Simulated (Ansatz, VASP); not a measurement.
# Two plane-wave programs on Mo

Contents of INCAR:

```
ALGO = Normal
EDIFF = 1E-7
ENCUT = 520
GGA = PE
ISIF = 2
ISMEAR = -1
LASPH = T
LCHARG = T
LELF = T
LREAL = F
LVHAR = T
LWAVE = F
NBANDS = 13
NELM = 100
PREC = Accurate
SIGMA = 0.05
```

File KPOINTS:

```
k-points
0
Gamma
  12 12 12
```

File POSCAR:

```
Mo
1.0
   -1.5838089719      1.5838089719      1.5838089719
    1.5838089719     -1.5838089719      1.5838089719
    1.5838089719      1.5838089719     -1.5838089719
Mo
1
Direct
    0.0000000000      0.0000000000      0.0000000000
```

File input.yaml:

```yaml
crystal:
  lattice:
    - [-1.5838089719, 1.5838089719, 1.5838089719]
    - [1.5838089719, -1.5838089719, 1.5838089719]
    - [1.5838089719, 1.5838089719, -1.5838089719]
  atoms:
    - { symbol: Mo, position: [0.0, 0.0, 0.0] }
hamiltonian:
  xc: pbe
  pseudopotentials: { kind: paw }
kpoints:
  mp_grid: { grid: [12, 12, 12] }
scf:
  occupations: { method: fermi_dirac, width: 0.05 }
output:
  forces: true
  stress: true
  eigenvalues: true
```

Change from the starting cell: strain = 0.0.

Alike in both runs: task single point; functional PBE; k mesh 12 × 12 × 12; occupations fermi-dirac, width 0.05 eV; no spin polarisation.

|  | VASP | Ansatz |
| --- | --- | --- |
| version | VASP 6.6.1 | Ansatz 0.2.0 |
| potentials or method | VASP PAW PBE potentials, release 64 (Mo_sv) | Ansatz PAW |
| plane-wave cutoff (eV) | 520 | 420 |
| valence electrons in the cell | 14 | 14 |

Ansatz gave:

```
gap on the k mesh at the Fermi level (eV) : none
pressure (GPa)                            : -1.9
```

Task: Which values does VASP return?

Result: gap on the k mesh at the Fermi level (eV): none; pressure (GPa): -1.4.

A gap of «none» marks a metal or a gap that the smearing closes. The functional is the same, so the differences come from potentials, cutoffs and numerics.
